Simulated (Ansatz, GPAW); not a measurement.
## One calculation of Al2Cu, 3 ways

```
Cu Al
1.0
     4.10518    0.00000    0.00000
     0.00000    4.10518    0.00000
     0.00000    0.00000    2.89131
Cu Al
1 2
Direct
  0.00000 0.00000 0.00000
  0.00000 0.50000 0.50000
  0.50000 0.00000 0.50000
```

The cell comes from a database or a generator and needn't be the stable form of this composition.

Alike in all runs: task band structure; functional PBEsol; k mesh 7 × 7 × 9; occupations fermi-dirac, width 0.05 eV; no spin polarisation; no spin-orbit coupling. Pressure is positive in compression and, in plane waves, holds the error of the finite cutoff, which Ansatz's Pulay term estimates and takes out.

| program and potentials | plane-wave cutoff (eV) | notes | band gap (eV) | pressure (GPa) |
| --- | --- | --- | --- | --- |
| Ansatz, PAW datasets made for the crystal | 220 | - | no gap | -2.37 |
| Ansatz, all-electron LAPW, scalar-relativistic | - | - | no gap | -2.36 |
| GPAW, PAW data sets generated for this functional | 600 | this data set often lies off other programs | no gap | -1.83 |

None finds a gap. The pressure spans -2.37 (Ansatz, PAW datasets made for the crystal) to -1.83 GPa (GPAW, PAW data sets generated for this functional), with all-electron results at -2.36.

Differences between rows come from potentials, basis sets and numerical settings, since the functional is the same but for its coding. Runs on potential files found faulty are left out.
